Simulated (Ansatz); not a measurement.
# Stack of 1T-PtSSe under 2H-MoTe2, shifted by two thirds of the diagonal in a perpendicular field, part 2 of 2

What dipole does a perpendicular field induce in the stack of 1T-PtSSe under 2H-MoTe2, shifted by two thirds of the diagonal, and does the gap follow? A positive field points along +c.

Ansatz 0.2.0; plane-wave DFT, PBE-D3(BJ), Ansatz PAW.

So far. Step 2 (Relaxing the slab): The lattice constant a goes from 3.605 to 3.566 Å.

### 3. Single point, field 0, start network

A sawtooth potential applies the field, turning back in the middle of the vacuum. With the dipole correction the typed value is the field outside the slab. The induced dipole is small, so the SCF threshold is tight.

The cell differs from the one that the last finished run ended in (c 49.047 → 27.140 Å).

input.yaml reads:

```yaml
crystal:
  lattice:
    - [3.5661945079, 0.0, 0.0]
    - [-1.7830972539, 3.0884150387, 0.0]
    - [0.0, 0.0, 27.1404617278]
  atoms:
    - { symbol: Se, position: [0.6666666667, 0.3333333333, 0.3316082125] }
    - { symbol: Pt, position: [0.0, 0.0, 0.3829755411] }
    - { symbol: S, position: [0.3333333333, 0.6666666667, 0.428848582] }
    - { symbol: Te, position: [0.0, 0.0, 0.5363904507] }
    - { symbol: Mo, position: [0.6666666667, 0.3333333333, 0.6022968223] }
    - { symbol: Te, position: [0.0, 0.0, 0.6683917875] }
kpoints:
  mp_grid: { grid: [18, 18, 1] }
  band_path:
    path: [[0, 0, 0], [0.5, 0, 0], [0.33333333, 0.33333333, 0], [0, 0, 0]]
    npoints: 16
hamiltonian:
  xc: pbe
  dispersion: d3bj
scf:
  occupations: { method: fermi_dirac, width: 0.02585 }
  convergence: { dr2_threshold: 1.0e-10 }
efield:
  axis: 3
  dipole_correction: true
  ramp_position: 0.97
  ramp_width: 0.06
  amplitude: 0
output:
  dos: { projected: true, e_range: [-6, 5] }
  write_potential: true
  write_density: true
  volumetric_format: npy
  elf: true
```

Launch:

```console
$ ansatz run input.yaml --threads 4 --pin off --max-ram 8192MiB --backend cpu --events-out ev --progress --plain --runs-dir out
```

Numbers of over 12 decimals in the logs are rounded to 6 here.

What it wrote:

```text
[...]
Crystal: 6 atoms, lattice volume = 298.922 Å³
Basis set: ecut = 420 eV, 5737 PW (Γ)
Bands: 52, of which v1, the nominal top of the filled ones, is band 43 counted from 1 (42 counted from 0)
Symmetry: 6 space group operations
[...]
k-points: 37 of 324 (time reversal used)
[...]
SCF iter   1: F=—  HF=-37814.367719 eV  |F-HF|=—  |Δ(HF+E_count)|=         —  Δρ=3.12e-3  dr2=2.71e-1  ethr=1.77e-3  p=0.032 e·Å  D=1.94e-2 V/Å  ΔV_dip=-0.53 eV  dr2_dipole=1.36e-1  V_vac-E_F(+/−)=4.14/4.67 eV  ⟨swp⟩=11.2  Hψ=8682  notcnv=0  defer=4
efield: sawtooth ramp at fractional position 0.9700 (set: `efield.ramp_position`, or a place that a band, a saddle search or an elastic batch's reference lends), width 0.0600; the density the first Hamiltonian is built on has a dipole p = 0.032 e·Å; the dipole correction subtracts the counter field D = 1.94e-2 V/Å, which shifts the + side's vacuum level by -0.53 eV against the − side's; the planar-averaged density in the ramp window peaks in size at 1.6e-5 e/Å³
[...]
SCF iter   2: F=—  HF=-37814.380220 eV  |F-HF|=—  |Δ(HF+E_count)|=   1.25e-2  Δρ=4.27e-3  dr2=5.52e-1  ethr=3.15e-4  p=-0.057 e·Å  D=-3.46e-2 V/Å  ΔV_dip=0.94 eV  dr2_dipole=2.56e-1  V_vac-E_F(+/−)=5.09/4.15 eV  ⟨swp⟩=3.1  Hψ=2834  notcnv=0  defer=105
[...]
SCF iter  12: F=-37814.343669 eV  HF=-37814.343669 eV  |F-HF|=8.73e-11  |Δ(HF+E_count)|=  7.28e-11  Δρ=1.29e-7  dr2=7.11e-11  ethr=1.00e-12  p=-0.021 e·Å  D=-1.27e-2 V/Å  ΔV_dip=0.34 eV  dr2_dipole=1.31e-12  V_vac-E_F(+/−)=4.65/4.31 eV  ⟨swp⟩=12.1  Hψ=7327  notcnv=0
SCF 1 converged in 12 iterations: F = -37814.343669 eV  dr2 = 7.11e-11
[...]
NSCF: frozen V_eff on 49 k-points
efield: sawtooth ramp at fractional position 0.9700 (kept from the solve that this one continues, or follows in the run), width 0.0600; the density the first Hamiltonian is built on has a dipole p = -0.021 e·Å; the dipole correction subtracts the counter field D = -1.27e-2 V/Å, which shifts the + side's vacuum level by +0.34 eV against the − side's; the planar-averaged density in the ramp window peaks in size at 3.2e-6 e/Å³
[...]
SCF converged after 12 iterations
Free energy (F): -37814.343669 eV
[...]
Internal energy: -37814.343658 eV  (E = F + TS)
E sigma→0 (E₀):  -37814.343663 eV
Entropy (-TS):   -0.000011 eV (-0.002 meV/atom)
Fermi energy:    3.089247 eV
Dipole field:    D = -0.012709 V/Å  (p = -0.020995 e·Å, saw-weighted, corrected)
Work function:   Φ+ = 4.6499 eV   Φ− = 4.3050 eV
Levels:          The Fermi level and band energies are counted from a zero that moves with the ramp; work functions are not
[...]
--- Band table (eV; the first three rows and the last of 37) ---
  k-point 0: bands = [... 39 lower, 1.8815, 1.9208, 1.9208, 2.8363, 4.8851, 4.8851, 5.8477, 5.8477, ... 5 higher]
  k-point 1: bands = [... 39 lower, 1.7795, 1.8666, 2.1194, 2.8653, 4.6470, 4.8271, 5.6674, 5.8880, ... 5 higher]
  k-point 2: bands = [... 39 lower, 1.7074, 1.7845, 2.2312, 2.8583, 4.1474, 4.6857, 5.2883, 5.4201, ... 5 higher]
  k-point 36: bands = [... 39 lower, 0.8339, 1.0231, 1.2101, 2.8270, 3.4093, 3.8126, 3.9603, 4.9203, ... 5 higher]
```

Wall time 58 s (4 threads of Arm Neoverse N1, shared host); peak memory 1.1 GiB.

Numbers from this step:

```yaml
dipole_along_the_normal: -0.02099 e·Å
gap_along_the_path: 0.4125 eV
smallest_direct_gap_along_the_path: 0.5824 eV
step_between_the_vacuum_levels: 0.3449 eV
ionisation_energy_upper_face: 4.864 eV
electron_affinity_upper_face: 4.451 eV
ionisation_energy_lower_face: 4.519 eV
gap_the_smaller_of_path_and_mesh: 0.4125 eV
```

Running mean over a fixed 2.7 Å (it still follows the layers) of the planar mean; the ramp of the sawtooth is left out. The electron's electrostatic potential energy less the Fermi level by z:

z (Å), electron's electrostatic potential energy less the Fermi level (eV) and a bar from the least value:
```
      3.5       4.30 #############################
      4.0       4.30 #############################
      4.5       4.30 #############################
      5.0       4.30 #############################
      5.5       4.29 #############################
      6.0       4.26 #############################
      6.5       4.11 #############################
      7.0       3.43 ###########################
      7.5       1.98 #########################
      8.0       0.25 #####################
      8.5      -1.99 ################
      9.0      -5.12 ##########
      9.5      -8.11 ####
     10.0      -9.50 #
     10.5      -9.97 
     11.0      -9.41 #
     11.5      -6.92 ######
     12.0      -3.65 #############
     12.5      -1.56 #################
     13.0      -0.57 ###################
     13.5       0.32 #####################
     14.0      -0.51 ###################
     14.5      -2.26 ################
     15.0      -4.83 ###########
     15.5      -6.63 #######
     16.0      -7.63 #####
     16.5      -7.91 ####
     17.0      -7.03 ######
     17.5      -5.66 #########
     18.0      -3.18 ##############
     18.5      -1.02 ##################
     19.0       0.67 ######################
     19.5       1.79 ########################
     20.0       2.91 ##########################
     20.5       4.14 #############################
     21.0       4.52 ##############################
     21.5       4.62 ##############################
     22.0       4.64 ##############################
     22.5       4.65 ##############################
     23.0       4.65 ##############################
     23.5       4.65 ##############################
     24.0       4.65 ##############################
```

The density of states has structure finer than the step of the table below, so its rows give means over 0.25 eV, whole bins alone (the curve runs from -6 to 2.19 eV). Peaks (eV: height): -3.630: 10.9, -3.460: 9.60, -2.550: 10.5, -1.840: 11.6, -1.750: 18.0, 1.110: 10.1, 1.310: 10.2.

Table of density of states by energy, zero at the Fermi level of the run, which the smearing sets inside the gap; means over each step:

```csv
energy (eV),density of states (states/eV a cell)
-5.75,2.50
-5.50,3.16
-5.25,4.85
-5.00,4.22
-4.75,5.31
-4.50,6.52
-4.25,3.28
-4.00,2.03
-3.75,4.67
-3.50,8.76
-3.25,5.18
-3.00,5.09
-2.75,6.01
-2.50,5.70
-2.25,4.11
-2.00,5.04
-1.75,9.04
-1.50,6.82
-1.25,3.95
-1.00,2.73
-0.75,3.85
-0.50,2.87
-0.25,0.860
0.00,0
0.25,1.73
0.50,3.26
0.75,2.00
1.00,5.55
1.25,7.59
1.50,6.62
1.75,2.90
2.00,3.75
```

Projected DOS per atom over height of the atomic layer and energy from the Fermi level. Layers: Se Pt S Te Mo Te from below.

Ten even steps from '_' (0.00 states/eV) to '@' (3.02 states/eV), each cell a mean:
```
______--++::
........##::
==----..@@::
::::::__::__
::::::______
____________
________..__
______::++..
______..==::
::..::::==--
--::--==**==
::::--..::..
::::::::==::
::::::--==--
..**..::::::
::@@..==--==
__::__..____
__++__::::::
..==..--::==
::++::::....
::==....____
..==::______
```
Columns: height of the atomic layer (Å) from 9 to 18.1 (not evenly spaced); rows upwards: energy from the Fermi level (eV) from -5.96 to 2.14.

The electronic bands at the labelled points (eV, zero at the Fermi level of the run, which the smearing sets inside the gap):

```csv
point,band 40,band 41,band 42,band 43,band 44,band 45,band 46,band 47
Γ,-1.21,-1.17,-1.17,-0.25,1.80,1.80,2.76,2.76
halfway,-1.58,-1.34,-1.15,-0.92,0.37,1.32,1.43,1.89
M,-2.55,-1.77,-0.97,-0.64,1.10,1.33,1.51,1.56
halfway,-2.31,-2.16,-1.76,-0.45,0.66,1.05,1.17,1.76
K,-2.26,-2.07,-1.88,-0.26,0.32,0.72,0.87,1.83
halfway,-1.72,-1.41,-0.95,-0.84,0.46,0.78,1.26,1.58
Γ,-1.21,-1.17,-1.17,-0.25,1.80,1.80,2.76,2.76
```

ELF in the ca plane at fractional y = 1.000, with atoms of Pt and Te within 0.2 Å of it. It is the smooth field of the valence electrons, not physical close to the nuclei.

Ten even steps from '0' (0.00) to '9' (0.74), each cell a mean:
```
00000000000000012468987421039840025533553003
00000000000001123445764331017975457633576447
00000000000024567653334665213787777422367778
00000000000247898863236888510234553222234544
00000000000257999863226899620012332123223332
00000000000135788763335787411466775322246766
00000000000012345544543443115886667532577667
00000000000000012347885321029962146633664225
00000000000000012479998531049830115533552002
```
Columns run along c (16.0 Å, from fractional 0.11 to 0.70 of the cell), rows up along a (3.6 Å). Atoms in or near the plane, at fractional coordinates: Pt at (0.38, 0.00), Te at (0.54, 0.00), Te at (0.67, 0.00).

Electrostatic potential energy in the ca plane at fractional y = 1.000, with atoms of Pt and Te within 0.2 Å of it. With pseudopotentials it is smooth inside the atoms' cores, unlike the true potential.

Ten even steps from '0' (-42 eV) to '9' (13 eV), each cell a mean:
```
88888720001688887579974788748997588889999999
88888752015788888656646788764665688889999999
88887777677888888876677777777667888889999999
88877778888778888888888766788888888889999999
88876778887778888888887766788888888889999999
88877777777788888887777777777778888889999999
88888775346888888754457777775445788889999999
88888730003788888558865788756885588889999999
88888710000688887589984788748998578889999999
```
Columns run along c (16.0 Å, from fractional 0.27 to 0.86 of the cell; values clipped at the 3rd and 97th percentile), rows up along a (3.6 Å). Atoms in or near the plane, at fractional coordinates: Pt at (0.38, 0.00), Te at (0.54, 0.00), Te at (0.67, 0.00).

Valence density in the ca plane at fractional y = 1.000, with atoms of Pt and Te within 0.2 Å of it. It is the smooth field of the valence electrons, not physical close to the nuclei.

Values in units of 1e0 e/Å³, 5 rows by 16 columns, each cell a mean:
```
0.0 0.0 0.0 0.0 0.0 0.0 0.0 0.3 4.5 3.4 0.1 0.1 2.9 4.3 0.3 0.4
0.0 0.0 0.0 0.0 0.0 0.0 0.1 0.3 0.5 0.5 0.2 0.1 0.3 0.4 0.3 0.3
0.0 0.0 0.0 0.0 0.0 0.0 0.1 0.4 0.2 0.3 0.3 0.1 0.1 0.2 0.3 0.3
0.0 0.0 0.0 0.0 0.0 0.0 0.1 0.3 1.0 0.8 0.2 0.1 0.5 0.7 0.3 0.3
0.0 0.0 0.0 0.0 0.0 0.0 0.0 0.3 6.1 4.6 0.2 0.1 4.4 6.5 0.3 0.5
```
Columns run along c (16.0 Å, from fractional 0.06 to 0.65 of the cell), rows up along a (3.6 Å). Atoms in or near the plane, at fractional coordinates: Pt at (0.38, 0.00), Te at (0.54, 0.00).

The gap is 0.41 eV, with the valence edge 4.86 eV and the conduction edge 4.45 eV under the upper vacuum level. Spin-orbit coupling, left out in this run, matters for the bands of elements this heavy.

### 4. Atoms held, field 0.1 V/Å

Changes to input.yaml since step 3:

```diff
@@ -26,7 +26,6 @@
   dipole_correction: true
-  ramp_position: 0.97
-  ramp_width: 0.06
-  amplitude: 0
+  ramp_position: 0.9661
+  ramp_width: 0.0744
+  amplitude: 0.1
 output:
-  dos: { projected: true, e_range: [-6, 5] }
   write_potential: true
@@ -34,2 +33 @@
   volumetric_format: npy
-  elf: true
```

What it wrote:

```text
[...]
Crystal: 6 atoms, lattice volume = 298.922 Å³
Basis set: ecut = 420 eV, 5737 PW (Γ)
Bands: 52, of which v1, the nominal top of the filled ones, is band 43 counted from 1 (42 counted from 0)
Symmetry: 6 space group operations
[...]
k-points: 37 of 324 (time reversal used)
[...]
k-point 0: bands = [... 39 lower, 1.8993, 1.9363, 1.9363, 2.8421, 4.8625, 4.8625, 5.8638, 5.8638, ... 5 higher]
  k-point 1: bands = [... 39 lower, 1.7808, 1.8812, 2.1394, 2.8692, 4.6241, 4.8046, 5.6844, 5.9038, ... 5 higher]
  k-point 2: bands = [... 39 lower, 1.7034, 1.7712, 2.2549, 2.8596, 4.1245, 4.6633, 5.3108, 5.4335, ... 5 higher]
  k-point 36: bands = [... 39 lower, 0.8097, 1.0036, 1.2264, 2.8407, 3.3874, 3.8120, 3.9544, 4.9372, ... 5 higher]
[key lines of the parts left out:]
SCF converged after 15 iterations
Free energy (F): -37814.345004 eV
Fermi energy:    3.079675 eV
Dipole field:    D = 0.028887 V/Å  (p = 0.047719 e·Å, saw-weighted, corrected)
```

It took 60 s on 4 threads; peak memory 1 GiB.

The dipole is 0.0477 e·Å, 0.0687 e·Å from its value without field, and the gap 0.387 eV.

### 5. Atoms held, field -0.1 V/Å

Changes to input.yaml since step 4:

```diff
@@ -28,3 +28,3 @@
   ramp_width: 0.0744
-  amplitude: 0.1
+  amplitude: -0.1
 output:
```

What it wrote:

```text
[...]
Crystal: 6 atoms, lattice volume = 298.922 Å³
Basis set: ecut = 420 eV, 5737 PW (Γ)
Bands: 52, of which v1, the nominal top of the filled ones, is band 43 counted from 1 (42 counted from 0)
Symmetry: 6 space group operations
[...]
k-points: 37 of 324 (time reversal used)
[...]
k-point 0: bands = [... 39 lower, 1.8603, 1.9015, 1.9015, 2.8272, 4.9052, 4.9052, 5.8275, 5.8275, ... 5 higher]
  k-point 1: bands = [... 39 lower, 1.7767, 1.8494, 2.0959, 2.8582, 4.6673, 4.8472, 5.6461, 5.8677, ... 5 higher]
  k-point 2: bands = [... 39 lower, 1.7089, 1.7995, 2.2038, 2.8538, 4.1677, 4.7057, 5.2612, 5.4032, ... 5 higher]
  k-point 36: bands = [... 39 lower, 0.8559, 1.0401, 1.1902, 2.8091, 3.4289, 3.8050, 3.9678, 4.8996, ... 5 higher]
[key lines of the parts left out:]
SCF converged after 16 iterations
Free energy (F): -37814.349200 eV
Fermi energy:    3.096026 eV
Dipole field:    D = -0.054252 V/Å  (p = -0.089622 e·Å, saw-weighted, corrected)
```

Run time: 62 s. Hardware: 4 threads; peak memory 1 GiB.

The dipole is -0.0896 e·Å, -0.0686 e·Å from its value without field, and the gap 0.437 eV.

### 6. Response, atoms held

This step: plane-wave DFT, PBE-D3(BJ), Ansatz PAW; response to a field along the normal, atoms held (Ansatz 0.2.0).

The dipoles give the slope, and the difference of two potentials shows where the field is screened.

This step gave:

```yaml
equivalent_conductor_thickness_p_eps_0ae: 11.28 Å
distance_between_the_outer_atoms: 9.140 Å
```

The dipole of the cell by applied field:

```csv
applied field (V/Å),dipole of the cell (e·Å)
-0.1000,-0.0896
0.0000,-0.0210
0.1000,0.0477
```

Local field over the applied field, running mean. From the potentials at -0.1 and 0.1 V/Å; running mean over 2.8 Å. Table of local field over applied field by z:

z (Å), local field over applied field and a bar:
```
        5      0.993 ##############################
        6      0.950 #############################
        7      0.766 #######################
        8      0.449 #############
        9      0.150 ####
       10      0.018 
       11      0.028 
       12      0.088 ##
       13      0.115 ###
       14      0.088 ##
       15      0.040 #
       16      0.027 
       17      0.034 
       18      0.099 ##
       19      0.338 ##########
       20      0.654 ###################
       21      0.903 ###########################
       22      0.984 ##############################
       23      0.998 ##############################
```

Electrons, planar mean, per unit field. Induced electron density against z:

```csv
z (Å),induced electron density (e/Å³ per V/Å)
4.5,9.1e-6
5.0,2.7e-5
5.5,7.7e-5
6.0,2.1e-4
6.5,5.3e-4
7.0,0.00127
7.5,0.00256
8.0,0.00333
8.5,0.00181
9.0,0.00111
9.5,3.4e-4
10.0,-2.5e-4
10.5,-2.2e-4
11.0,1.9e-4
11.5,-5.3e-4
12.0,-7.6e-4
12.5,-7.1e-4
13.0,2.3e-4
13.5,7.7e-4
14.0,3.4e-4
14.5,4.6e-4
15.0,8.9e-5
15.5,-2.1e-4
16.0,-8.4e-5
16.5,-9.5e-5
17.0,4.8e-4
17.5,-2.3e-4
18.0,-4.8e-4
18.5,-7.9e-4
19.0,-0.00228
19.5,-0.00334
20.0,-0.00217
20.5,-0.00103
21.0,-4.3e-4
21.5,-1.7e-4
22.0,-6.4e-5
22.5,-2.3e-5
23.0,-7.9e-6
```

The smaller of the gaps on the path and on the k-mesh, counted as 0 under 0.03 eV. The gap by applied field:

```csv
applied field (V/Å),gap (eV)
-0.1000,0.437
0.0000,0.412
0.1000,0.387
```

By hand: between -0.1 and 0.1 V/Å the dipole changes by 0.1373 e·Å, a slope of 0.6867 e·Å²/V. A perfect conductor of thickness t has p = ε₀AEt, so t = 180.95 × 0.6867 / 11.014 = 11.28 Å (e/ε₀ = 180.95 V·Å, A in Å²).

The induced dipole is that of a conductor 11.28 Å thick.

### 7. Summary of results

```json
{
 "gap without field": "0.413 eV",
 "ionisation energy, upper face": "4.86 eV",
 "electron affinity, upper face": "4.45 eV",
 "step between the vacuum levels": "0.345 eV",
 "equivalent conductor thickness, atoms held": "11.3 Å"
}
```

The induced dipole equals that of a perfect conductor 11.28 Å thick, while the outer atoms lie 9.14 Å apart; an out-of-plane ε follows only once a thickness t is chosen, by 1 − 1/ε = 11.28 Å / t. The two faces differ: the vacuum level above lies 0.34 eV higher than the one below. The gap goes from 0.41 eV to 0.44 eV at -0.1 V/Å. Semilocal functionals give gaps that are too small, and excitons are not included. Spin-orbit coupling is left out, which matters for the bands of elements this heavy.

[Logs are printed without paths, hosts, clocks, repeated set-up lines and the standing remarks that a program may print on its own settings, such as how far it seeks lower states.]

[Hosts, paths, dates, database ids (printed as entryN), source tags and the programs' standing remarks are cut or masked in the printed files.]

[Maps of the electrostatic potential energy from Ansatz leave out the sawtooth potential of an applied field or a dipole correction, so their vacuum need not be flat; planar profiles and work functions include it.]

[The density of states shown here was stored with 400 of the rows of the run's finer table, so its peaks can read low, often by over a quarter, or be missed, and its means over a window can be off by a tenth or more.]
